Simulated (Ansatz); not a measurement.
# Be: the cost of one run

Program: Ansatz 0.2.0. Level of theory: DFT PBE, scalar-relativistic, plane waves, PAW. These are calculated values, not measurements.

## (1) The system as given

Symmetry: C2/m, No. 12, monoclinic system. Conventional cell: a = 7.826 Å, b = 5.531 Å, c = 3.644 Å, α = 90.00°, β = 116.30°, γ = 90.00°. Around Be (site symmetry m) lie 1 Be at 1.18 Å. Around Be (site symmetry 1) lie 1 Be at 1.18 Å.

Coordinates:

```xyz
8
Lattice="3.9129 -2.7656 0.0000 3.9129 2.7656 0.0000 -1.6145 0.0000 3.2667" Properties=species:S:1:pos:R:3 pbc="T T T"
Be    6.1833    0.0000    0.5684
Be    0.0281    0.0000    2.6983
Be    1.6405    0.0000    0.6076
Be    4.5709    0.0000    2.6591
Be    3.9025   -1.2893    0.5913
Be    2.3089   -1.2893    2.6754
Be    2.3089    1.2893    2.6754
Be    3.9025    1.2893    0.5913
```

This is candidate A: O type (C2/m, No. 12).

(A quick probe on a coarse mesh, which set the mesh and smearing, is not shown.)

## (3) A loose first relaxation (candidate A)

Input file input.yaml:

```yaml
crystal:
  lattice:
    - [3.9129496567, -2.7655765892, 0.0]
    - [3.9129496567, 2.7655765892, 0.0]
    - [-1.614511504, 0.0, 3.2667090828]
  atoms:
    - { symbol: Be, position: [0.826, 0.826, 0.174] }
    - { symbol: Be, position: [0.174, 0.174, 0.826] }
    - { symbol: Be, position: [0.248, 0.248, 0.186] }
    - { symbol: Be, position: [0.752, 0.752, 0.814] }
    - { symbol: Be, position: [0.7691, 0.3029, 0.181] }
    - { symbol: Be, position: [0.6971, 0.2309, 0.819] }
    - { symbol: Be, position: [0.2309, 0.6971, 0.819] }
    - { symbol: Be, position: [0.3029, 0.7691, 0.181] }
basis:
  ecutwfc: 420
kpoints:
  mp_grid: { grid: [4, 4, 6] }
hamiltonian:
  xc: pbe
scf:
  occupations: { method: gaussian, width: 0.1 }
  lower_state_search: "off"
output:
  forces: true
  stress: true
  eigenvalues: true
relax:
  adjacent_minimum: "off"
  f_tol: 0.04
  max_steps: 70
  cell: { stress_tol: 0.4 }
```

**Question.** How long does this run take on 1 thread of an x86-64 CPU, shared host, and how much memory does it need?

About 32 s, with a peak of 0.4 GiB.
